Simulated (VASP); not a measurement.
# Nb in VASP: further runs

One slab, Nb, is run at these levels: PBE; tasks: single point.

All numbers are computed with VASP 6.6.1; they aren't measurements. Logs are shortened: lines on timing, memory, paths and dates and some standing lists are left out, and cuts for length are marked.

## 1. Starting point

The cell holds a slab with vacuum, 7 atoms: a = 3.328 Å, b = 3.328 Å, c = 24.984 Å, α = 90.00°, β = 90.00°, γ = 90.00°.

The slab is cut from a database's or a generator's crystal, which needn't be the stable form of the element.

## 2. Single point, PBE

INCAR

```
SYSTEM = Nb
PREC = Accurate
ENCUT = 600
EDIFF = 1E-7
ISMEAR = -1
SIGMA = 0.05
LREAL = .False.
LASPH = .True.
NELM = 100
ALGO = Normal
ISIF = 2
LWAVE = .False.
LCHARG = .False.
LDIPOL = .True.
IDIPOL = 3
DIPOL = 0.5 0.5 0.500
GGA = PE
```

KPOINTS

```
Automatic mesh
0
Gamma
  6 6 1
  0 0 0
```

POSCAR

```
Nb
1.0
    3.3279000000      0.0000000000      0.0000000000
    0.0000000000      3.3279000000      0.0000000000
    0.0000000000      0.0000000000     24.9837000000
Nb
7
Direct
    0.5000000000      0.5000000000      0.3001957276
    0.0000000000      0.0000000000      0.3667971517
    0.5000000000      0.5000000000      0.4333985759
    0.0000000000      0.0000000000      0.5000000000
    0.5000000000      0.5000000000      0.5666014241
    0.0000000000      0.0000000000      0.6332028483
    0.5000000000      0.5000000000      0.6998042724
```

Potentials or basis: VASP PAW PBE potentials, release 64 (Nb_pv).

Command:

```bash
$ cat potpaw_PBE.64/Nb_pv/POTCAR > POTCAR
$ mpirun -np 1 vasp_std > vasp.out
```

OUTCAR:

```text
SYSTEM = Nb
   PREC = Accurate
   ENCUT = 600
   EDIFF = 1E-7
   ISMEAR = -1
   LREAL = .False.
   LASPH = .True.
   NELM = 100
   ISIF = 2
   GGA = PE

 ion  position               nearest neighbor table
   1  0.500  0.500  0.300-   2 2.88   2 2.88   2 2.88   2 2.88   3 3.33
   2  0.000  0.000  0.367-   1 2.88   1 2.88   1 2.88   1 2.88   3 2.88   3 2.88   3 2.88   3 2.88
                             4 3.33
   3  0.500  0.500  0.433-   4 2.88   4 2.88   4 2.88   4 2.88   2 2.88   2 2.88   2 2.88   2 2.88
                             5 3.33   1 3.33
   4  0.000  0.000  0.500-   3 2.88   5 2.88   3 2.88   5 2.88   3 2.88   5 2.88   3 2.88   5 2.88
                             2 3.33   6 3.33
   5  0.500  0.500  0.567-   4 2.88   4 2.88   4 2.88   4 2.88   6 2.88   6 2.88   6 2.88   6 2.88
                             3 3.33   7 3.33
   6  0.000  0.000  0.633-   7 2.88   7 2.88   7 2.88   7 2.88   5 2.88   5 2.88   5 2.88   5 2.88
                             4 3.33
   7  0.500  0.500  0.700-   6 2.88   6 2.88   6 2.88   6 2.88   5 3.33

  LATTYP: Found a simple tetragonal cell.
 ALAT       =     3.3279000000
 C/A-ratio  =     7.5073469756

  Lattice vectors:

 A1 = (   3.3279000000,   0.0000000000,   0.0000000000)
 A2 = (   0.0000000000,   3.3279000000,   0.0000000000)
 A3 = (   0.0000000000,   0.0000000000,  24.9837000000)

Analysis of symmetry for initial positions (statically):
=====================================================================
 Subroutine PRICEL returns:
 Original cell was already a primitive cell.

 Routine SETGRP: Setting up the symmetry group for a
 simple tetragonal supercell.

 Subroutine GETGRP returns: Found 16 space group operations
 (whereof 16 operations were pure point group operations)
 out of a pool of 16 trial point group operations.

The static configuration has the point symmetry D_4h.

Analysis of symmetry for dynamics (positions and initial velocities):
=====================================================================
 Subroutine PRICEL returns:
 Original cell was already a primitive cell.

 Routine SETGRP: Setting up the symmetry group for a
 simple tetragonal supercell.

 Subroutine GETGRP returns: Found 16 space group operations
 (whereof 16 operations were pure point group operations)
 out of a pool of 16 trial point group operations.

The dynamic configuration has the point symmetry D_4h.

 Subroutine INISYM returns: Found 16 space group operations
 (whereof 16 operations are pure point group operations),
 and found     1 'primitive' translations

----------------------------------------------------------------------------------------

                                     Primitive cell

  volume of cell :     276.6924

  direct lattice vectors                    reciprocal lattice vectors
     3.327900000  0.000000000  0.000000000     0.300489798  0.000000000  0.000000000
     0.000000000  3.327900000  0.000000000     0.000000000  0.300489798  0.000000000
     0.000000000  0.000000000 24.983700000     0.000000000  0.000000000  0.040026097

  length of vectors
     3.327900000  3.327900000 24.983700000     0.300489798  0.300489798  0.040026097

  position of ions in fractional coordinates (direct lattice)
     0.500000000  0.500000000  0.300195728
     0.000000000  0.000000000  0.366797152
     0.500000000  0.500000000  0.433398576
     0.000000000  0.000000000  0.500000000
     0.500000000  0.500000000  0.566601424
     0.000000000  0.000000000  0.633202848
     0.500000000  0.500000000  0.699804272

  ion indices of the primitive-cell ions
   primitive index   ion index
                 1           1
                 2           2
                 3           3
                 4           4
                 5           5
                 6           6
                 7           7

----------------------------------------------------------------------------------------

 KPOINTS: Automatic mesh

Automatic generation of k-mesh.
 Grid dimensions read from file:
 generate k-points for:    6    6    1

 Generating k-lattice:

  Cartesian coordinates                     Fractional coordinates (reciprocal lattice)
     0.050081633  0.000000000  0.000000000     0.166666667  0.000000000  0.000000000
     0.000000000  0.050081633  0.000000000     0.000000000  0.166666667  0.000000000
     0.000000000  0.000000000  0.040026097     0.000000000  0.000000000  1.000000000

  Length of vectors
     0.050081633  0.050081633  0.040026097

  Shift w.r.t. Gamma in fractional coordinates (k-lattice)
     0.000000000  0.000000000  0.000000000

 Subroutine IBZKPT returns following result:
 ===========================================

 Found     10 irreducible k-points:

 Following reciprocal coordinates:
            Coordinates               Weight
  0.000000  0.000000  0.000000      1.000000
  0.166667  0.000000  0.000000      4.000000
  0.333333  0.000000  0.000000      4.000000
  0.500000  0.000000  0.000000      2.000000
  0.166667  0.166667  0.000000      4.000000
  0.333333  0.166667  0.000000      8.000000
  0.500000  0.166667  0.000000      4.000000
  0.333333  0.333333  0.000000      4.000000
  0.500000  0.333333  0.000000      4.000000
  0.500000  0.500000  0.000000      1.000000
   k-points           NKPTS =     10   k-points in BZ     NKDIM =     10   number of bands    NBANDS=     46
   number of dos      NEDOS =    301   number of ions     NIONS =      7
   total plane-waves  NPLWV = 156800
   dimension x,y,z NGX =    28 NGY =   28 NGZ =  200
   dimension x,y,z NGXF=    56 NGYF=   56 NGZF=  400
   ions per type =               7
   NGX,Y,Z   is equivalent  to a cutoff of  13.99, 13.99, 13.31 a.u.
   NGXF,Y,Z  is equivalent  to a cutoff of  27.97, 27.97, 26.62 a.u.
 SYSTEM =  Nb
   PREC   = accura    normal or accurate (medium, high low for compatibility)
   ISTART =      0    job   : 0-new  1-cont  2-samecut
   ICHARG =      2    charge: 1-file 2-atom 10-const
   ISPIN  =      1    spin polarized calculation?
   LNONCOLLINEAR =      F non collinear calculations
   LSORBIT =      F    spin-orbit coupling
   LASPH  =      T    aspherical Exc in radial PAW
   ENCUT  =  600.0 eV  44.10 Ry    6.64 a.u.   6.65  6.65 49.90*2*pi/ulx,y,z
   NELM   =    100;   NELMIN=  2; NELMDL= -5     # of ELM steps
   EDIFF  = 0.1E-06   stopping-criterion for ELM
   LREAL  =      F    real-space projection
   EDIFFG = 0.1E-05   stopping-criterion for IOM
   NSW    =      0    number of steps for IOM
   IBRION =     -1    ionic relax: 0-MD 1-quasi-New 2-CG
   NFREE  =      0    steps in history (QN), initial steepest desc. (CG)
   ISIF   =      2    stress and relaxation
   ISYM   =      2    0-nonsym 1-usesym 2-fastsym
   POTIM  = 0.5000    time-step for ionic-motion
   TEBEG  =    0.0;   TEEND  =   0.0 temperature during run
   PSTRESS=    0.0 pullay stress
   NELECT =      77.0000    total number of electrons
   NUPDOWN=      -1.0000    fix difference up-down
   EMIN   =  10.00;   EMAX   =-10.00  energy-range for DOS
   EFERMI =   0.00;   METHOD = LEGACY
   ISMEAR =    -1;   SIGMA  =   0.05  broadening in eV -4-tet -1-fermi 0-gaus
   EFERMI_NEDOS =   21; number of points for ismear=-14 and -15
   IALGO  =     38    algorithm
   IMIX   =      4    mixing-type and parameters
     AMIX     =   0.40;   BMIX     =  1.00
     AMIX_MAG =   1.60;   BMIX_MAG =  1.00
  volume/ion in A,a.u.               =      39.53       266.74
  Fermi-wavevector in a.u.,A,eV,Ry     =   1.068823  2.019783 15.543072  1.142384
  Thomas-Fermi vector in A             =   2.204484
   LORBIT       =      0    0 simple, 1 ext, 2 COOP (PROOUT), +10 PAW based schemes
   GGA     = PE    functional components
   LHFCALC =     F    Hartree Fock is set to
   AEXX    =    0.0000 exact exchange contribution
   IVDW    =     0    specifies the selected vdW correction
   LEPSILON=     F    determine dielectric tensor
   LRPA    =     F    only Hartree local field effects (RPA)
 non-spin polarized calculation
  energy-cutoff  :      600.00
  volume of cell :      276.69
 maximum number of plane-waves:      9279
 NGX is ok and might be reduce to    28
   NGX = 13   NGY = 13   NGZ = 99

 dipolmoment           0.000000      0.000000     -0.000000 electrons x Angstroem

 number of electron      77.0000007 magnetization

 dipolmoment           0.000000      0.000000      0.000000 electrons x Angstroem

 Free energy of the ion-electron system (eV)
  ---------------------------------------------------
  ext. energy  EPLUGINS =         0.00000000
  ---------------------------------------------------
  free energy    TOTEN  =       -67.19025971 eV

  energy without entropy =      -67.10341994  energy(sigma->0) =      -67.14683982

 E-fermi :   0.5036     XC(G=0):  -6.7190

 val. band max:        0.5018276430   @ k =   0.1667   0.0000   0.0000
 cond. band min:       0.5391476801   @ k =   0.0000   0.0000   0.0000
 fundamental gap:      0.0373200371
 Fermi energy:         0.5036096388

 k-point     1 :       0.0000    0.0000    0.0000
  band No.  band energies     occupation
      1     -30.8229      2.00000
      2     -30.8224      2.00000
      3     -30.6562      2.00000
      4     -30.6562      2.00000
      5     -30.6554      2.00000
      6     -30.6554      2.00000
[... 38 lines left out ...]
     45       1.3522      0.00000
     46       1.8357      0.00000

 k-point     2 :       0.1667    0.0000    0.0000
  band No.  band energies     occupation
      1     -30.8381      2.00000
      2     -30.8360      2.00000
      3     -30.7329      2.00000
      4     -30.7313      2.00000
      5     -30.6355      2.00000
      6     -30.6351      2.00000
[... 384 lines left out ...]
 k-point    10 :       0.5000    0.5000    0.0000
  band No.  band energies     occupation
      1     -30.9245      2.00000
      2     -30.9245      2.00000
      3     -30.9189      2.00000
      4     -30.9189      2.00000
      5     -30.7296      2.00000
      6     -30.7291      2.00000
[... 38 lines left out ...]
     45       3.1884      0.00000
     46       3.1884      0.00000

------------------------ aborting loop because EDIFF is reached ----------------------------------------

 vacuum level on the upper side and lower side of the slab       (xc-potential included)        -0.202        -0.202

  FORCE on cell =-STRESS in cart. coord.  units (eV):
  Direction    XX          YY          ZZ          XY          YZ          ZX
  --------------------------------------------------------------------------------------
  -------------------------------------------------------------------------------------
  Total       -6.2889163     -6.2889163     -4.6643635      0.0000000      0.0000000      0.0000000
  in kB      -36.4157369    -36.4157369    -27.0088245      0.0000000      0.0000000      0.0000000
  external PRESSURE =     -33.2800994 kB  Pullay stress =       0.0000000 kB

 VOLUME and BASIS-vectors are now :
 -----------------------------------------------------------------------------
  energy-cutoff  :      600.00
  volume of cell :      276.69
      direct lattice vectors                 reciprocal lattice vectors
     3.327900000  0.000000000  0.000000000     0.300489798  0.000000000  0.000000000
     0.000000000  3.327900000  0.000000000     0.000000000  0.300489798  0.000000000
     0.000000000  0.000000000 24.983700000     0.000000000  0.000000000  0.040026097

 POSITION                                       TOTAL-FORCE (eV/Angst)
 -----------------------------------------------------------------------------------
      1.66395      1.66395      7.50000        -0.000000      0.000000      1.208120
      0.00000      0.00000      9.16395         0.000000     -0.000000     -0.910553
      1.66395      1.66395     10.82790         0.000000     -0.000000     -0.406471
      0.00000      0.00000     12.49185         0.000000     -0.000000      0.000000
      1.66395      1.66395     14.15580         0.000000     -0.000000      0.406471
      0.00000      0.00000     15.81975         0.000000     -0.000000      0.910553
      1.66395      1.66395     17.48370         0.000000      0.000000     -1.208120
 -----------------------------------------------------------------------------------
    total drift:                                0.000000      0.000000      0.000000

  FREE ENERGIE OF THE ION-ELECTRON SYSTEM (eV)
  ---------------------------------------------------
  free  energy   TOTEN  =       -67.1902597079 eV

  energy  without entropy=      -67.1034199413  energy(sigma->0) =      -67.14683982

 vacuum level on the upper side and lower side of the slab         4.013         4.013
```

Run time: 11 min. Hardware: 1 thread of Intel Xeon Platinum 8259CL at 2.50GHz (Skylake/Cascade Lake), shared host; peak memory 0.44 GiB.

Results:

```
Free energy            : -67.1903 eV
Largest force          : 1.208 eV/Å
Band gap on the k mesh : none (metal or under the smearing width)
```

Forces on the atoms (eV/Å):
```
Nb   0.000  0.000  1.208
Nb   0.000  0.000 -0.911
Nb   0.000  0.000 -0.406
Nb   0.000  0.000  0.000
Nb   0.000  0.000  0.406
Nb   0.000  0.000  0.911
Nb   0.000  0.000 -1.208
```

Levels at points of the mesh, in eV from the Fermi level:
```
           k point  band 34  band 35  band 36  band 37  band 38  band 39  band 40  band 41  band 42  band 43
(0.00, 0.00, 0.00)     0.06     0.07     0.14     0.14     0.17     0.17     0.34     0.34     0.34     0.68
(0.50, 0.00, 0.00)    -0.94    -0.71    -0.70    -0.08    -0.02     0.08     0.23     0.40     0.76     1.11
(0.50, 0.50, 0.00)    -1.40    -1.13    -1.13    -0.30    -0.30     0.84     0.84     2.05     2.07     2.34
```

[end of part 1 of 2]
